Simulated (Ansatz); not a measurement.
Te, DFT, PBE, all-electron PAW with datasets made for the crystal, scalar-relativistic (Ansatz 0.2.0), run on 1 thread of Arm Neoverse V1 on a shared host.

The cell comes from COD entry 1533530, which wasn't checked; take it as a given geometry. The listed cell was then made from it by scaling, straining or moving an atom.

Command: `ansatz run input.yaml --threads 1 --pin off --max-ram 4096MiB --backend cpu --events-out ev --progress --plain --runs-dir out`

```yaml
crystal:
  lattice:
    - [4.2481668808, -2.3790777987, 0.0]
    - [4.2481668808, 2.3790777987, 0.0]
    - [-0.1308833919, 0.0, 3.9704974388]
  atoms:
    - { symbol: Te, position: [0.676, 0.676, 0.675] }
    - { symbol: Te, position: [0.324, 0.324, 0.325] }
    - { symbol: Te, position: [0.0, 0.0, 0.0] }
kpoints:
  mp_grid: { grid: [8, 8, 8] }
scf:
  occupations: { method: fermi_dirac, width: 0.05 }
hamiltonian:
  xc: pbe
  pseudopotentials: { kind: all_electron, datasets: crystal }
output:
  forces: true
  stress: true
  eigenvalues: true
  efg: { contact_densities: true }
```

(1) How large is the problem that the program sets up?

(2) About how long does it take, and how much memory does it use?

(3) And the same cell and mesh by PAW (frozen-core files), asked for forces, stress, eigenvalues, efg, write_density, write_potential, elf, on the same hardware?

Answers

(1) 150 irreducible k-points, 361 plane waves at Γ, 13 bands.

(2) 18 s of wall time for 8 SCF iterations, with a peak of 0.54 GiB. Times on shared machines scatter by tens of per cent.

(3) 33 s, peak memory 0.53 GiB.
